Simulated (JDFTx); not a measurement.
SrO: equation of state with PBEsol

SrO:

```
Sr O
1.0
     0.00000    2.56630    2.56630
     2.56630    0.00000    2.56630
     2.56630    2.56630    0.00000
Sr O
1 1
Direct
  0.50000 0.50000 0.50000
  0.00000 0.00000 0.00000
```

| Property | Result |
| --- | --- |
| Program | JDFTx 1.7.0 (patched build) |
| Task | equation of state |
| Functional | PBEsol |
| Potentials or basis | PseudoDojo-SR-PBEsol-0.4.1-standard with smoothed tails |
| Cutoff | 1143 eV |
| Density cutoff | 9143 eV |
| k mesh | 9 × 9 × 9 |
| Occupations | fermi-dirac, width 0.05 eV |
| Spin | no spin polarisation |
| Local potential set to -Z/r beyond | 6 bohr |
| Bands | 14 |
| Density cutoff over wavefunction cutoff | 8 |
| Max SCF steps | 100 |
| SCF threshold on the energy | 1e-09 Ha |
| Solver of the electrons | scf |

The equilibrium volume is 16.77 Å³/atom and the bulk modulus is 94 GPa. The pressure derivative of the bulk modulus is 4.5.

Energy against volume, from the lowest point:
```csv
volume (Å³/atom),energy (meV/atom)
15.887,14.72
16.225,5.19
16.563,0.45
16.901,0.00
17.239,3.38
17.577,10.19
17.915,20.07
```
